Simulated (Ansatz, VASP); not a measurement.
One calculation of Pb, 3 ways

```
Pb
1.0
     0.00000    2.47502    2.47502
     2.47502    0.00000    2.47502
     2.47502    2.47502    0.00000
Pb
1
Direct
  0.00000 0.00000 0.00000
```

Alike in all runs: task band structure; functional PBE; k mesh 7 × 7 × 7; occupations fermi-dirac, width 0.05 eV; spin-orbit coupling, no magnetisation; with spin-orbit coupling. Pressure is positive in compression and, in plane waves, holds the error of the finite cutoff, which Ansatz's Pulay term estimates and takes out.

```
                         program and potentials  plane-wave cutoff (eV)                             notes  pressure (GPa)
                             Ansatz, Ansatz PAW                     420  Pulay term of +0.02 GPa included            2.75
Ansatz, all-electron LAPW, relativistic spinors                       -                                 -            2.76
               VASP, PBE PAW files Pb_d, 520 eV                     520                                 -            2.80
```

The pressure spans 2.75 (Ansatz, Ansatz PAW) to 2.80 GPa (VASP, PBE PAW files Pb_d, 520 eV), with all-electron results at 2.76.

The functional is the same throughout but for its coding, so the spread measures potentials, basis and numerics; runs on potential files found faulty are left out.

All three calculations put fcc lead under compression at this volume, although the cell is close to the one the metal adopts at ambient conditions, where the real pressure is practically zero. The disagreement probably lies in the functional: PBE tends to underbind heavy metals, because its gradient correction favours the more inhomogeneous density of an expanded lattice, so its equilibrium volume should be larger than the one imposed here. Spin-orbit coupling may add to the outward pressure, since splitting the 6p shell weakens the p bonding that holds lead together, but the two contributions can't be separated from these runs.

Numerical error is an unlikely origin, as the all-electron value of 2.76 GPa is nearly matched by 2.75 GPa from Ansatz PAW, and the VASP result of 2.80 GPa is only slightly higher. That small offset could come from the potential or from the remaining basis error. A pressure at one volume fixes neither the equilibrium lattice constant nor the bulk modulus.
